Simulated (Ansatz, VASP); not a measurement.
# PtSe in VASP and in Ansatz

Contents of INCAR:

```
SYSTEM = PtSe
PREC = Accurate
ENCUT = 520
EDIFF = 1E-7
ISMEAR = -1
SIGMA = 0.05
LREAL = .FALSE.
LASPH = .TRUE.
NELM = 60
ALGO = Normal
ISIF = 2
LWAVE = .FALSE.
LCHARG = .FALSE.
GGA = PE
NBANDS = 15
```

File KPOINTS:

```
Automatic mesh
0
G
  8 8 8
  0 0 0
```

The input POSCAR:

```
PtSe
1.0
    0.0000000000      3.0774182247      3.0774182247
    3.0774182247      0.0000000000      3.0774182247
    3.0774182247      3.0774182247      0.0000000000
Pt Se
1 1
Direct
    0.0000000000      0.0000000000      0.0000000000
    0.2500000000      0.2500000000      0.2500000000
```

The input input.yaml:

```yaml
crystal:
  lattice:
    - [0.0, 3.0774182247, 3.0774182247]
    - [3.0774182247, 0.0, 3.0774182247]
    - [3.0774182247, 3.0774182247, 0.0]
  atoms:
    - { symbol: Pt, position: [0.0, 0.0, 0.0] }
    - { symbol: Se, position: [0.25, 0.25, 0.25] }
hamiltonian:
  xc: pbe
  pseudopotentials: { kind: paw }
kpoints:
  mp_grid: { grid: [8, 8, 8] }
scf:
  occupations: { method: fermi_dirac, width: 0.05 }
output:
  forces: true
  stress: true
  eigenvalues: true
```

Change from the starting cell: volume scaled by 1.04.

Alike in both runs: task single point; functional PBE; k mesh 8 × 8 × 8; occupations fermi-dirac, width 0.05 eV; no spin polarisation.

```csv
,VASP,Ansatz
version,VASP 6.6.1,Ansatz 0.2.0
potentials or method,"VASP PAW PBE potentials, release 64 (Pt, Se)",Ansatz PAW
plane-wave cutoff (eV),520,420
valence electrons in the cell,16,34
```

|  | VASP | Ansatz | Ansatz less VASP |
| --- | --- | --- | --- |
| gap on the k mesh at the Fermi level (eV) | none | none | - |
| pressure (GPa) | -12.1 | -12.1 | +0.04 |

A gap of «none» marks a metal or a gap that the smearing closes. With one functional, cell and mesh, what is left measures potentials, basis and numerics. The two sets of potentials don't hold the same shells in valence.

Spin-orbit coupling is left out, which matters for the levels of Pt.
